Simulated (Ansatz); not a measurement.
Input and output for B (omega type): DFT, PBE, PAW with Ansatz's default frozen-core files, scalar-relativistic (Ansatz 0.2.0). This run: omega relaxed under pressure.

The start is a guessed cell of a prototype that needn't be stable.

Command: `ansatz run input.yaml --threads 1 --pin off --max-ram 3584MiB --backend cpu --events-out ev --progress --plain --runs-dir out` It took 10 s on 1 thread of Intel(R) Xeon(R) Platinum 8488C (Sapphire Rapids), with other jobs on the host, peak memory 0.36 GiB.

```yaml
crystal:
  lattice:
    - [3.0753065568, 0.0, 0.0]
    - [-1.5376532784, 2.6632936026, 0.0]
    - [0.0, 0.0, 1.9066900652]
  atoms:
    - { symbol: B, position: [0.0, 0.0, 0.0] }
    - { symbol: B, position: [0.3333333333, 0.6666666667, 0.5] }
    - { symbol: B, position: [0.6666666667, 0.3333333333, 0.5] }
kpoints:
  mp_grid: { grid: [11, 11, 16] }
scf:
  occupations: { method: fermi_dirac, width: 0.1 }
hamiltonian:
  xc: pbe
  pseudopotentials: { kind: paw }
output:
  forces: true
  stress: true
  eigenvalues: true
  write_density: true
  write_potential: true
  elf: true
  volumetric_format: npy
relax:
  f_tol: 0.005
  max_steps: 40
  cell: { p_target: 42.0, stress_tol: 0.03 }
```

Output:

```
Engine: ansatz 0.2.0
Pseudopotentials: kind: paw
Pseudopotential: B, paw, valence charge 3, recommended cutoff 420 eV (normal), B.paw.azcp
Functional definition: PBE
  parameter kappa = 0.804
  parameter beta = 0.06672455060314922
  exchange = pbe_x(kappa = kappa, mu = beta*pi^2/3)
  correlation = pbe_c(beta = beta)
Crystal: 3 atoms, lattice volume = 15.617 Å³
Basis set: ecut = 420 eV, 295 PW (Γ), exchange–correlation on 48×48×30 points (8 copies of the dense FFT grid, shifted against one another)
Bands: 9, of which v1, the nominal top of the filled ones, is band 5 counted from 1 (4 counted from 0)
Symmetry: 24 space group operations
Space group: P6/mmm (ITA 191), of the structure as read, at distance tolerance 2.5e-5 Å
k-points: 144 of 1936
Non-local potential: B, projectors of the file, l = 0: 2, l = 1: 2, l = 2: 1
PAW form: soft (Blöchl's): semilocal exchange-correlation on the pseudo side does not see the compensation charge
PAW one-centre angular grid: B, 110 points (default); XC on 64 Gauss nodes
Initial density: superposition of atomic densities (neutral atoms: chi_scale 0, normalization atom), corrected by the library's trained network
Initial wavefunctions: pseudopotential atomic-orbital guess
Functional: x = pbe(κ = 0.804, μ = 0.2195149727645171), c = pbe(β = 0.06672455060314922)
SCF iter   1: F=—  HF=-462.499880 eV  |F-HF|=—  |Δ(HF+E_count)|=         —  Δρ=8.78e-3  dr2=8.72e-3  ethr=1.77e-3  ⟨swp⟩=4.8  Hψ=8078  notcnv=0
preconditioner: auto → none  [metal: Δε(μ)=0.017 eV  Ē_g=14.643 eV  σ=0.100 eV  W_gap=0.04  n_scr=6 (ndim 8)  ℏωp=28.2 eV  f_vac=0.000  D(μ)=0.68/eV (n_scr^D=6)  sad-step TF]
SCF iter   2: F=—  HF=-462.497980 eV  |F-HF|=—  |Δ(HF+E_count)|=   1.90e-3  Δρ=5.27e-3  dr2=3.24e-3  ethr=9.68e-5  ⟨swp⟩=1.0  Hψ=2448  notcnv=0
SCF iter   3: F=—  HF=-462.496812 eV  |F-HF|=—  |Δ(HF+E_count)|=   1.17e-3  Δρ=2.11e-4  dr2=3.46e-6  ethr=3.60e-5  ⟨swp⟩=1.9  Hψ=1708  notcnv=0
SCF iter   4: F=—  HF=-462.496813 eV  |F-HF|=—  |Δ(HF+E_count)|=   1.71e-6  Δρ=2.13e-5  dr2=7.71e-8  ethr=3.85e-8  ⟨swp⟩=2.3  Hψ=1817  notcnv=0
iter 5 did not close the SCF: its close was put off for the readings that it lacked (scf_convergence_deferred on its scf_iter line)
SCF iter   5: F=-462.496813 eV  HF=-462.496813 eV  |F-HF|=3.89e-10  |Δ(HF+E_count)|=   1.95e-8  Δρ=3.65e-6  dr2=4.50e-10  ethr=8.56e-10  ⟨swp⟩=2.3  Hψ=1836  notcnv=0
SCF iter   6: F=-462.496813 eV  HF=-462.496813 eV  |F-HF|=5.29e-12  |Δ(HF+E_count)|=  3.99e-10  Δρ=4.37e-7  dr2=6.50e-12  ethr=5.00e-12  ⟨swp⟩=4.3  Hψ=6163  notcnv=0
SCF 1 converged in 6 iterations: F = -462.496813 eV  dr2 = 6.50e-12
  greatest PAW one-centre occupation: 0.541 electrons in one spin orbital (limit 2), on the B atom at site 2 (counted from 0), in its partial waves of l = 0
relax step   1: F+E_penalty+E_count = -462.49681334 eV  Δ(F+E_penalty+E_count) = +0.000e0 eV  max|allowed force component| = 2.961e-16 eV/Å  Δτ_max = 0.0000 Å  P = +54.165 GPa  Ω = 15.617 Å³  (6 SCF iters, accepted)
Crystal: 3 atoms, lattice volume = 15.853 Å³
Initial density: handed on by an earlier stage of this run
Initial wavefunctions: those handed on with the density
iter 1 solved again at ethr=2.15e-6 eV; its pass at ethr=3.10e-3 eV (dr2=1.93e-4 eV) is discarded
SCF iter   1: F=—  HF=-462.571749 eV  |F-HF|=—  |Δ(HF+E_count)|=         —  Δρ=1.23e-3  dr2=1.91e-4  ethr=2.15e-6  ⟨swp⟩=1.1  Hψ=9316  notcnv=0
preconditioner: auto → none  [metal: Δε(μ)=0.016 eV  Ē_g=14.454 eV  σ=0.100 eV  W_gap=0.04  n_scr=6 (ndim 8)  ℏωp=28.0 eV  f_vac=0.000  D(μ)=0.68/eV (n_scr^D=6)]
SCF iter   2: F=—  HF=-462.571691 eV  |F-HF|=—  |Δ(HF+E_count)|=   5.81e-5  Δρ=5.53e-4  dr2=3.62e-5  ethr=2.12e-6  ⟨swp⟩=1.0  Hψ=1298  notcnv=0
iter 3 did not close the SCF: its close was put off for the readings that it lacked (scf_convergence_deferred on its scf_iter line)
SCF iter   3: F=-462.571676 eV  HF=-462.571676 eV  |F-HF|=3.76e-9  |Δ(HF+E_count)|=   1.47e-5  Δρ=2.63e-5  dr2=2.63e-8  ethr=4.02e-7  ⟨swp⟩=2.0  Hψ=1755  notcnv=0
iter 4 did not close the SCF: its close was put off for the readings that it lacked (scf_convergence_deferred on its scf_iter line)
SCF iter   4: F=-462.571676 eV  HF=-462.571676 eV  |F-HF|=1.98e-10  |Δ(HF+E_count)|=   9.72e-9  Δρ=2.57e-6  dr2=5.91e-10  ethr=2.93e-10  ⟨swp⟩=2.1  Hψ=1728  notcnv=0
iter 5 did not close the SCF: its close was put off for the readings that it lacked (scf_convergence_deferred on its scf_iter line)
SCF iter   5: F=-462.571676 eV  HF=-462.571676 eV  |F-HF|=3.41e-13  |Δ(HF+E_count)|=  7.67e-12  Δρ=1.21e-7  dr2=1.21e-12  ethr=6.57e-12  ⟨swp⟩=2.3  Hψ=1834  notcnv=0
SCF iter   6: F=-462.571676 eV  HF=-462.571676 eV  |F-HF|=1.71e-13  |Δ(HF+E_count)|=  1.71e-13  Δρ=1.99e-8  dr2=1.71e-14  ethr=1.00e-12  ⟨swp⟩=3.1  Hψ=4503  notcnv=0
SCF 2 converged in 6 iterations: F = -462.571676 eV  dr2 = 1.71e-14
  greatest PAW one-centre occupation: 0.538 electrons in one spin orbital (limit 2), on the B atom at site 2 (counted from 0), in its partial waves of l = 0
relax step   2: F+E_penalty+E_count = -462.57167613 eV  Δ(F+E_penalty+E_count) = -7.486e-2 eV  max|allowed force component| = 2.961e-16 eV/Å  Δτ_max = 0.0000 Å  P = +47.947 GPa  Ω = 15.853 Å³  energy of the carried Pulay correction = -5.345e-4 eV  (6 SCF iters, dr2 threshold 3.00e-7 eV, accepted)
Crystal: 3 atoms, lattice volume = 16.091 Å³
iter 1 solved again at ethr=1.97e-6 eV; its pass at ethr=3.10e-3 eV (dr2=1.77e-4 eV) is discarded
SCF iter   1: F=—  HF=-462.638538 eV  |F-HF|=—  |Δ(HF+E_count)|=         —  Δρ=1.28e-3  dr2=1.77e-4  ethr=1.97e-6  ⟨swp⟩=2.0  Hψ=9751  notcnv=0
preconditioner: auto → none  [metal: Δε(μ)=0.060 eV  Ē_g=14.279 eV  σ=0.100 eV  W_gap=0.15  n_scr=6 (ndim 8)  ℏωp=27.8 eV  f_vac=0.000  D(μ)=0.66/eV (n_scr^D=6)]
SCF iter   2: F=—  HF=-462.638489 eV  |F-HF|=—  |Δ(HF+E_count)|=   4.91e-5  Δρ=5.84e-4  dr2=3.44e-5  ethr=1.96e-6  ⟨swp⟩=1.0  Hψ=1296  notcnv=0
iter 3 did not close the SCF: its close was put off for the readings that it lacked (scf_convergence_deferred on its scf_iter line)
SCF iter   3: F=-462.638476 eV  HF=-462.638476 eV  |F-HF|=1.09e-9  |Δ(HF+E_count)|=   1.30e-5  Δρ=2.34e-5  dr2=2.55e-8  ethr=3.82e-7  ⟨swp⟩=1.4  Hψ=1503  notcnv=0
iter 4 did not close the SCF: its close was put off for the readings that it lacked (scf_convergence_deferred on its scf_iter line)
SCF iter   4: F=-462.638476 eV  HF=-462.638476 eV  |F-HF|=5.22e-11  |Δ(HF+E_count)|=   3.71e-8  Δρ=2.19e-6  dr2=2.52e-10  ethr=2.84e-10  ⟨swp⟩=2.2  Hψ=1936  notcnv=0
[... lines left out ...]
iter 3 did not close the SCF: its close was put off for the readings that it lacked (scf_convergence_deferred on its scf_iter line)
SCF iter   3: F=-462.645994 eV  HF=-462.645994 eV  |F-HF|=3.52e-12  |Δ(HF+E_count)|=  2.33e-11  Δρ=2.17e-7  dr2=6.21e-13  ethr=1.00e-12  ⟨swp⟩=1.0  Hψ=1296  notcnv=0
iter 4 did not close the SCF: its close was put off for the readings that it lacked (scf_convergence_deferred on its scf_iter line)
SCF iter   4: F=-462.645994 eV  HF=-462.645994 eV  |F-HF|=2.27e-13  |Δ(HF+E_count)|=  3.41e-12  Δρ=1.38e-8  dr2=2.91e-14  ethr=1.00e-12  ⟨swp⟩=1.0  Hψ=1296  notcnv=0
iter 5 did not close the SCF: its close was put off for the readings that it lacked (scf_convergence_deferred on its scf_iter line)
SCF iter   5: F=-462.645994 eV  HF=-462.645994 eV  |F-HF|=1.14e-13  |Δ(HF+E_count)|=  1.14e-13  Δρ=5.60e-9  dr2=3.87e-15  ethr=1.00e-12  ⟨swp⟩=1.0  Hψ=1296  notcnv=0
SCF iter   6: F=-462.645994 eV  HF=-462.645994 eV  |F-HF|=2.27e-13  |Δ(HF+E_count)|=  1.14e-13  Δρ=1.41e-9  dr2=2.59e-16  ethr=1.00e-12  ⟨swp⟩=1.7  Hψ=3392  notcnv=0
SCF 9 converged in 6 iterations: F = -462.645994 eV  dr2 = 2.59e-16
relax step   9: F+E_penalty+E_count = -462.64599430 eV  Δ(F+E_penalty+E_count) = -5.038e-6 eV  max|allowed force component| = 3.577e-16 eV/Å  Δτ_max = 0.0000 Å  P = +42.005 GPa  Ω = 16.112 Å³  stress off target by 1.22e-2 GPa  SCF on the basis re-selected at this cell (its energy is not comparable with the rows above)  (6 SCF iters)
basis re-selected at this cell: Δ(F+E_penalty+E_count) = -5.038e-6 eV, ΔP = +0.000 GPa vs the last step (what re-selecting the basis moved, of the pressure what is left beyond the Pulay correction that the steps carried, after the strain that the cell walked since its last selection, with what the two solves' SCF thresholds leave and, on support functions, any second-order correction that the steps lacked; it is no measure of the basis error at this ecutwfc). This SCF's stress stands 1.22e-2 GPa from its target on what of the cell is left free (relax.cell.stress_tol is 3.00e-2 GPa) and its largest allowed force component is 3.58e-16 eV/Å (relax.f_tol is 5.00e-3 eV/Å): within both
SCF converged after 6 iterations
Free energy (F): -462.645994 eV
Harris-Foulkes:  -462.645994 eV  (|F-HF|=2.27e-13)
Internal energy: -462.626211 eV  (E = F + TS)
E sigma→0 (E₀):  -462.636103 eV
Entropy (-TS):   -0.019783 eV (-6.594 meV/atom)
Fermi energy:    15.791731 eV
--- Per-component energies (eV) ---
  E_band       = 66.602203
  E_kinetic    = 154.410183
  E_local      = 2.177374  (includes V_loc(G=0)·N_el)
  E_nonlocal   = 35.261907
  E_hartree    = 0.839944
  E_xc         = -99.918078
  E_vxc        = -119.215069  (∫ρ·V_xc dr)
  E_paw        = -235.486815  (= ΣΔE_a)
  E_vpaw       = -7.712074  (= ΣTr[D̂ρ^β])
  E_aug_tail   = -0.000006  (compensation charges beyond the density's cutoff)
  E_ewald      = -319.910720
  E_smearing   = -0.019783  (= −TS)
  E_closure    = 0.000000  (closes the sum)
  Σ components = -462.645994   (vs F -462.645994, Δ=0.00e0)
--- Forces (eV/Å), atoms counted from 1 ---
  atom   1  B     -0.00000000     0.00000000     0.00000000
  atom   2  B     -0.00000000     0.00000000     0.00000000
  atom   3  B      0.00000000    -0.00000000    -0.00000000
  max |Σ_I F_I| component: 3.70e-17 eV/Å
--- Stress (GPa, compression-positive) ---
       42.001048       0.000000       0.000000
       -0.000000      42.001048      -0.000000
        0.000000      -0.000000      42.012240
  P = ⅓ Tr σ = 42.0048 GPa (420.048 kbar)
--- Band table (eV; the first three rows and the last of 144) ---
  k-point 0: bands = ["-4.3215", "10.6641", "10.6641", "10.7495", "10.7495", "17.2115", "17.7555", "22.9771", "32.4813"]
  k-point 1: bands = ["-4.2002", "10.7931", "10.7931", "10.8931", "10.8931", "17.0745", "17.7408", "22.1397", "32.0708"]
  k-point 2: bands = ["-3.8367", "11.1760", "11.1760", "11.3226", "11.3226", "16.4365", "17.6972", "20.5719", "31.0399"]
  k-point 143: bands = ["6.0138", "7.5042", "8.5689", "10.1553", "10.8466", "13.0977", "20.6577", "22.6654", "24.4815"]
--- Relaxed structure (7 steps of the walk, 7 accepted, 2 SCFs on fresh bases) ---
  F+E_penalty+E_count = -462.64599430 eV   max|allowed force component| = 3.577e-16 eV/Å   (the final SCF, on the basis selected at the relaxed cell)
  cell:  # Å, volume = 16.1124 Å³
    - [3.0866740078014088, 4.460806438796657e-33, -5.923881838767176e-34]
    - [-1.5433370039007044, 2.6731381039571462, 2.245682313266424e-33]
    - [2.4485378266761607e-35, 1.4446373177389348e-33, 1.952760860345203]
  atoms:
    - { symbol: B, position: [-7.056199244146497e-35, -2.1091537431814668e-35, 6.177069107361635e-84] }
    - { symbol: B, position: [0.3333333333333333, 0.6666666666666666, 0.5] }
    - { symbol: B, position: [0.6666666666666667, 0.3333333333333333, 0.5] }
```
